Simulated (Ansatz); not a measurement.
## Formation energy of TaN in the zincblende structure

Method: r²SCAN, scalar-relativistic; collinear spin; PAW, 500 eV, Γ-centred 12×12×12 mesh, 0.05 eV Gaussian smearing; code Ansatz. The datasets are Ansatz's generated set soft_2.

The start was a prototype's sites filled with these elements. The Crystallography Open Database lists the compound in space groups P-62m, P6/mmm, P63/mmc, so this is a trial structure.

The structure is cubic, space group F-43m (No. 216). Conventional cell: a = 4.733 Å, b = 4.733 Å, c = 4.733 Å, α = 90.00°, β = 90.00°, γ = 90.00°. Around Ta (site symmetry -43m) lie 4 N at 2.05 Å. Around N (site symmetry -43m) lie 4 Ta at 2.05 Å. (Shells end 15 % past the nearest neighbour.)

The elements were computed in their standard states (gases as isolated molecules) with the same datasets, cutoff and functional. Total energies depend on the potentials used, so only differences within one code and one set of settings carry meaning.

Energy of the relaxed cell (2 atoms, smearing extrapolated to zero): -10330.760 eV. Elements, in eV/atom: Ta -9944.320, N -384.812.

Task: What is the formation energy?

Result: [-10330.760 − (1 × -9944.320 + 1 × -384.812)] / 2 = -0.81 eV/atom, or -79 kJ per mole of atoms.

The value is for 0 K, without zero-point energy and without any correction for the binding of gas molecules. The functional's error in the binding of N₂ enters directly. A negative value shows stability against the elements alone, not against other compounds or structures.

For elements this heavy, spin–orbit coupling would shift levels and gaps; it isn't included here.
